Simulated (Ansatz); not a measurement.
**RbBr (Fm-3m): dielectric-dependent hybrid calculation**

Aim: a dielectric-dependent hybrid calculation, for RbBr (Fm-3m), run from a script.

The COD entry's cell or inner coordinates are ideal or old and differ from later refinements, so a difference from it is no clean test against experiment.

Program: Ansatz 0.2.0, driven from Python. The levels of theory stand in the script. These are calculated values, not measurements.

### 1 The system

The structure is cubic, space group Fm-3m (No. 225). Conventional cell: a = 6.854 Å, b = 6.854 Å, c = 6.854 Å, α = 90.00°, β = 90.00°, γ = 90.00°. Rb (site symmetry m-3m) is surrounded by 6 Br at 3.43 Å. Br (site symmetry m-3m) is surrounded by 6 Rb at 3.43 Å.

The script reads rbbr.vasp:

```text
RbBr
1.0
   0.00000000    3.42700000    3.42700000
   3.42700000    0.00000000    3.42700000
   3.42700000    3.42700000    0.00000000
Rb Br
1 1
Direct
   0.00000000    0.00000000    0.00000000
   0.50000000    0.50000000    0.50000000
```

### 2 The script

Input file rbbr.py:

```python
"""A hybrid whose exact exchange is one over the dielectric constant of RbBr."""

import warnings

import ansatz as az
from ase.io import read
import numpy as np


def count_gap(report):
    # lowest empty less highest filled band, counting bands; zero where they overlap
    return max(report.get("gap_by_band_count_ev") or 0.0, 0.0)

warnings.simplefilter("ignore", az.DeckWarning)

atoms = read("rbbr.vasp", format="vasp")
cell = az.Crystal.from_ase(atoms)

calculation = (
    cell.calculation()
    .scf(tolerance=1e-07, max_iterations=60, self_checks="low")
    .kpoints(3, 3, 3)  # sampling of the Brillouin zone
    .mixing("broyden", preconditioner="kerker")
    .accuracy("high")  # preset for grids and thresholds
    .basis(260)
    .occupations("fixed")
    .band_table()  # levels at the mesh points
)
semilocal = calculation.functional("pbe").run(threads=1).report
hybrid = calculation.functional(exchange="pbe", correlation="pbe", exact_fraction="inverse_dielectric").run(threads=1).report
alpha = hybrid["hybrid"]["exact_exchange_fraction"]
print(f"fraction of exact exchange {alpha:.4f}, so eps_inf = {1 / alpha:.2f}")
print(f"gap by band count: {count_gap(semilocal):.3f} eV semilocal, {count_gap(hybrid):.3f} eV hybrid")
```

### 3 The input behind the calls

The package turns the script's settings into the engine's input (first run):

```yaml
crystal:
  lattice:
    - [0.0, 3.427, 3.427]
    - [3.427, 0.0, 3.427]
    - [3.427, 3.427, 0.0]
  atoms:
    - { symbol: Rb, position: [0.0, 0.0, 0.0] }
    - { symbol: Br, position: [0.5, 0.5, 0.5] }
accuracy: high
basis:
  ecutwfc: 260.0
kpoints:
  mp_grid:
    grid: [3, 3, 3]
hamiltonian:
  xc: pbe
scf:
  max_iter: 60
  self_checks: low
  convergence:
    dr2_threshold: 1.0e-07
  mixing:
    algorithm: broyden
    preconditioner: kerker
  occupations:
    method: fixed
output:
  eigenvalues: true
```

### 4 The run

On the command line:

```bash
$ python rbbr.py
```

Standard output:

```text
fraction of exact exchange 0.3933, so eps_inf = 2.54
gap by band count: 4.385 eV semilocal, 7.370 eV hybrid
```

It took 78 s on 1 thread of Arm Neoverse N1, shared host; peak memory 0.65 GiB.

### 5 What changed from run to run

The engine's inputs for the other runs:

Run 2, against run 1:

```diff
@@ -16 +16,5 @@
-  xc: pbe
+  xc:
+    exchange: pbe
+    correlation: pbe
+    exx:
+      coeff: inverse_dielectric
```

### 6 The engine's runs

From the records of these 2 runs:

```
run  functional  hamiltonian.xc.exchange  hamiltonian.xc.correlation  energy (eV/atom)  gap on the mesh (eV)  SCF cycles  CPU time (s)
  1         pbe                  not set                     not set        -3026.9595                  4.39           5          0.46
  2     not set                      pbe                         pbe        -3030.3290                  7.37          13            73
```

Totals hang on method, basis and potentials, so only like runs compare.

### 7 Results

```
                                                  quantity                                value
                                             runs compared                                    2
fraction of exact exchange 0.3933, so eps_inf (as printed)                                 2.54
                            gap by band count (as printed)  4.385 eV semilocal, 7.370 eV hybrid
```

In words: Runs 1, 2: each has a cutoff under the recommended one, so what rests on them isn't a property of the system. The fraction is 0.3933, one over a mean dielectric constant (a third of the trace) of 2.54. It opens the gap from 4.385 to 7.370 eV, by 2.99 eV. What to keep in mind:
- The cutoff lies under the one recommended for these potentials.
- Along an axis with an odd division the mesh misses the point at one half; a gap read on a finite mesh is an upper bound on this functional's gap.
- Energy and stress may still move on a finer k-point mesh.
- Of the deposited cell: the entry's cell lengths or inner coordinates differ somewhat from later room-temperature determinations.
- Gaps and levels are Kohn-Sham values on a finite set of k-points, without spin-orbit coupling.
- The gaps are those of a coarse mesh; the run finds the dielectric constant of the semilocal functional on meshes of its own.
